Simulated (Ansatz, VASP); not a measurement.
# Cross-check of ZnSe (Stilleite) between VASP and Ansatz, part 2 of 2

One calculation is typed for both programs; each brings its own data sets. How far apart do they land? The cell is taken from a series of runs on this material, whose earlier steps may have relaxed, scaled, displaced or heated it; both programs get it as it stands.

VASP 6.6.1 and Ansatz 0.2.0.

So far: Starting point; VASP: zone-centre phonons, LDA.

### 3. Ansatz: zone-centre phonons, LDA

Level of this step: Ansatz beside VASP: Kohn-Sham DFT, plane waves, LDA (Ansatz).

Ansatz runs on its PAW soft_1 files.

The same cell, functional (in two slightly different forms) and mesh now go to Ansatz, which takes its cutoff from its data sets.

Input file input.yaml:

```yaml
crystal:
  lattice:
    - [0.0547423623, 2.8402800804, 2.7137343095]
    - [2.8402800804, 0.0547423623, 2.7137343095]
    - [2.8950224428, 2.8950224428, 1.0e-10]
  atoms:
    - { symbol: Zn, position: [-0.0034130083, -0.0034130083, 0.0034130083] }
    - { symbol: Se, position: [0.7534130083, 0.7534130083, 0.7465869917] }
kpoints:
  mp_grid: { grid: [12, 12, 12] }
hamiltonian:
  xc: lda
  pseudopotentials: { kind: paw, azcp: { folder: soft_1 }, xc_functional: pbe }
scf:
  occupations: { method: fixed }
output:
  eigenvalues: true
phonons:
  method: dfpt
```

Command:

```
$ ansatz run input.yaml --threads 4 --pin off --max-ram 10240MiB --backend cpu --events-out ev --progress --plain --runs-dir out
```

Numbers of over 12 decimals in the logs are rounded to 6 here.

Output:

```text
zone centre: on kpoints.mp_grid the ground state, and the responses unless they are solved on pairs of k-points, stand on 476 of the mesh's 1728 k-points, reduced under 2 symmetry operations, with k and −k counted as one. Each operation leaves every solved displacement unchanged or reverses it
Engine: ansatz 0.2.0, aarch64-unknown-linux-gnu
Pseudopotentials: kind: paw
Pseudopotential: Zn, paw, valence charge 12, recommended cutoff 420 eV (normal), soft_1/Zn.paw.azcp
Pseudopotential: Se, paw, valence charge 16, recommended cutoff 420 eV (normal), soft_1/Se.paw.azcp
Functional definition: SPW92
  exchange = slater_x
  correlation = pw_c
Crystal: 2 atoms, lattice volume = 43.768 Å³
Basis set: ecut = 420 eV, 873 PW (Γ), exchange–correlation on 60×60×60 points (8 copies of the dense FFT grid, shifted against one another)
Bands: 18, of which v1, the nominal top of the filled ones, is band 14 counted from 1 (13 counted from 0)
Symmetry: 4 space group operations
k-points: 476 of 1728 (irreducible under 2 space group operations, time reversal used)
Non-local potential: Zn, projectors of the file, l = 0: 2, l = 1: 2, l = 2: 3, l = 3: 1
Non-local potential: Se, projectors of the file, l = 0: 2, l = 1: 2, l = 2: 3, l = 3: 1
PAW form: soft (Blöchl's): semilocal exchange-correlation on the pseudo side does not see the compensation charge
PAW frozen core: Zn, regenerated for the run's functional, and the local potential with it (the file was generated under x = pbe(κ = 0.804, μ = 0.219515), c = pbe(β = 0.066725))
PAW frozen core: Se, regenerated for the run's functional, and the local potential with it (the file was generated under x = pbe(κ = 0.804, μ = 0.219515), c = pbe(β = 0.066725))
PAW one-centre angular grid: Zn, 590 points (default); XC on 64 Gauss nodes
PAW one-centre angular grid: Se, 590 points (default); XC on 64 Gauss nodes
Initial density: superposition of atomic densities (chi_scale 0.1, normalization cell, long waves kept (reshape's long-wave potential 0.00 eV rms))
Initial wavefunctions: pseudopotential atomic-orbital guess
Functional: x = slater, c = lda
SCF iter   1: F=—  HF=-8631.193397 eV  |F-HF|=—  |Δ(HF+E_count)|=         —  Δρ=5.95e-2  dr2=9.94e-1  ethr=3.10e-3  ⟨swp⟩=4.3  Hψ=40965  notcnv=0  defer=781
preconditioner: auto → none  [insulator: Δε(μ)=1.044 eV  Ē_g=12.942 eV  n_scr=14 (ndim 8)  ℏωp=23.8 eV  f_vac=0.041  ε∞_Penn≈4.4]
SCF iter   2: F=—  HF=-8630.938661 eV  |F-HF|=—  |Δ(HF+E_count)|=   2.55e-1  Δρ=2.67e-2  dr2=1.93e-1  ethr=3.10e-3  ⟨swp⟩=3.0  Hψ=18892  notcnv=0  defer=924
SCF iter   3: F=—  HF=-8630.851896 eV  |F-HF|=—  |Δ(HF+E_count)|=   8.68e-2  Δρ=1.16e-2  dr2=3.09e-2  ethr=6.90e-4  ⟨swp⟩=2.0  Hψ=17116  notcnv=0  defer=925
SCF iter   4: F=—  HF=-8630.843857 eV  |F-HF|=—  |Δ(HF+E_count)|=   8.04e-3  Δρ=2.76e-3  dr2=1.82e-3  ethr=1.10e-4  ⟨swp⟩=2.3  Hψ=17296  notcnv=0  defer=947
SCF iter   5: F=—  HF=-8630.844148 eV  |F-HF|=—  |Δ(HF+E_count)|=   2.91e-4  Δρ=1.01e-3  dr2=3.06e-4  ethr=6.51e-6  ⟨swp⟩=2.1  Hψ=13844  notcnv=0  defer=952
SCF iter   6: F=—  HF=-8630.844204 eV  |F-HF|=—  |Δ(HF+E_count)|=   5.61e-5  Δρ=6.38e-5  dr2=1.30e-6  ethr=1.09e-6  ⟨swp⟩=2.0  Hψ=16184  notcnv=0  defer=951
SCF iter   7: F=—  HF=-8630.844202 eV  |F-HF|=—  |Δ(HF+E_count)|=   1.85e-6  Δρ=2.33e-5  dr2=2.33e-7  ethr=4.63e-9  ⟨swp⟩=2.0  Hψ=15232  notcnv=0  defer=120
SCF iter   8: F=—  HF=-8630.844202 eV  |F-HF|=—  |Δ(HF+E_count)|=   9.21e-8  Δρ=7.74e-6  dr2=1.32e-8  ethr=8.30e-10  ⟨swp⟩=3.0  Hψ=15162  notcnv=0  defer=125
SCF iter   9: F=—  HF=-8630.844202 eV  |F-HF|=—  |Δ(HF+E_count)|=   2.87e-9  Δρ=1.47e-6  dr2=5.72e-10  ethr=4.71e-11  ⟨swp⟩=2.0  Hψ=11242  notcnv=0  defer=117
SCF iter  10: F=-8630.844202 eV  HF=-8630.844202 eV  |F-HF|=1.09e-11  |Δ(HF+E_count)|=  1.56e-10  Δρ=1.61e-7  dr2=5.49e-12  ethr=1.00e-12  ⟨swp⟩=8.7  Hψ=54807  notcnv=0
SCF 1 converged in 10 iterations: F = -8630.844202 eV  dr2 = 5.49e-12
  greatest PAW one-centre occupation: 1.000 electrons in one spin orbital (limit 2), on the Se atom at site 1 (counted from 0), in its partial waves of l = 2
DFPT response loops at Γ: preconditioner auto → none (the input reference at scf.mixing.eps_inf says where Resta's filter doesn't serve); β = 0.50; Broyden in place of MSR1
SCF converged after 10 iterations
Free energy (F): -8630.844202 eV
Harris-Foulkes:  -8630.844202 eV  (|F-HF|=1.09e-11)
Internal energy: -8630.844202 eV  (E = F + TS)
E sigma→0 (E₀):  -8630.844202 eV
Fermi energy:    6.840423 eV
--- Per-component energies (eV) ---
  E_band       = -388.922189
  E_kinetic    = 260.188948
  E_local      = -4788.240777  (includes V_loc(G=0)·N_el)
  E_nonlocal   = 471.850877
  E_hartree    = 2213.468082
  E_xc         = -162.898276
  E_vxc        = -142.709121  (∫ρ·V_xc dr)
  E_paw        = -3871.161198  (= ΣΔE_a)
  E_vpaw       = -616.947698  (= ΣTr[D̂ρ^β])
  E_aug_tail   = -0.000651  (compensation charges beyond the density's cutoff)
  E_ewald      = -2757.825710
  E_core_change = 3.774503  (= ΣΔE_core)
  E_smearing   = -0.000000  (= −TS)
  E_closure    = -0.000000  (closes the sum)
  Σ components = -8630.844202   (vs F -8630.844202, Δ=0.00e0)
--- Band table (eV; the first three rows and the last of 476) ---
  k-point 0: bands = [... 10 lower, 0.3474, 6.5958, 6.8054, 6.8404, 7.9166, 12.2604, 12.4811, 12.7095]
  k-point 1: bands = [... 10 lower, 0.3459, 5.8581, 6.7091, 6.7252, 8.5787, 12.2630, 12.5646, 12.8197]
  k-point 2: bands = [... 10 lower, 0.3429, 4.6466, 6.5206, 6.5370, 9.2759, 12.3784, 12.9437, 13.0513]
  k-point 475: bands = [... 10 lower, 0.5739, 1.9392, 4.0496, 4.4534, 9.1914, 9.9461, 17.8105, 18.0266]
--- Phonons (Γ-DFPT): 4 representative perturbations + reference, on 476 of 1728 k-points (Σ response iterations 13) ---
  k mesh reduced under 2 symmetry operations, with k and −k counted as one. Each operation leaves every solved displacement unchanged or reverses it
  ASR residual: 1.794e-4 → 0.000e0 eV/Å²; symmetrization residual: 7.263e-6 eV/Å²
  ASR residual per site (eV/Å²): 1.79e-4 6.53e-6
  Γ frequencies (cm⁻¹): 0.00 0.00 0.00 207.09 209.87 217.35
  non-analytic LO–TO correction: not included (Born effective charges unavailable; polar crystals: no LO–TO splitting at Γ)
```

### 4. Side by side

Known differences besides the potentials themselves: the two LDA forms differ slightly; fixed occupations in Ansatz, narrow Gaussian smearing in VASP; the data sets hold 28 valence electrons in Ansatz (on its PAW soft_1 files) and 18 in VASP; the cutoff is 420 eV in Ansatz and 500 eV in VASP; VASP's log shows a relativistic correction to its local exchange, Ansatz's none. Total energies have different zeros and are not compared.

Compared:

```tsv
quantity	Ansatz	VASP	difference
optical mode 1 (cm⁻¹)	207.1	209.7	-1.25 %
optical mode 2 (cm⁻¹)	209.9	211.9	-0.98 %
optical mode 3 (cm⁻¹)	217.3	219.5	-0.99 %
```

Modes are paired by rising frequency, not by their patterns, so a pair may set unlike modes beside each other; they are those without the splitting of longitudinal modes.

### 5. Results

| Quantity | Value |
| --- | --- |
| r.m.s. difference of the optical zone-centre modes, each program's sorted by frequency (zone-centre phonons, LDA) | 2.3 cm⁻¹ |
| difference in optical mode 1 (zone-centre phonons, LDA) | -1.3 % |

In words: The r.m.s. difference of the optical zone-centre modes, each program's sorted by frequency is 2.3 cm⁻¹ (zone-centre phonons, LDA). The data sets hold unlike numbers of valence electrons (28 in Ansatz and 18 in VASP), so part of the differences comes from the potentials. Among the rows given in per cent, the largest difference of the zone-centre phonons, LDA pair is in optical mode 1, -1.3 %. Such differences can come from data sets, numerical settings and the points named under the comparisons, not from the functional's error against experiment.

[Lines on the potential files, build, host, timing and source positions are cut from VASP's logs without a mark.]

[Logs are printed without paths, hosts, clocks, repeated set-up lines and the standing remarks that a program may print on its own settings, such as how far it seeks lower states.]

[Hosts, paths, dates, database ids (printed as entryN), source tags and the programs' standing remarks are cut or masked in the printed files.]
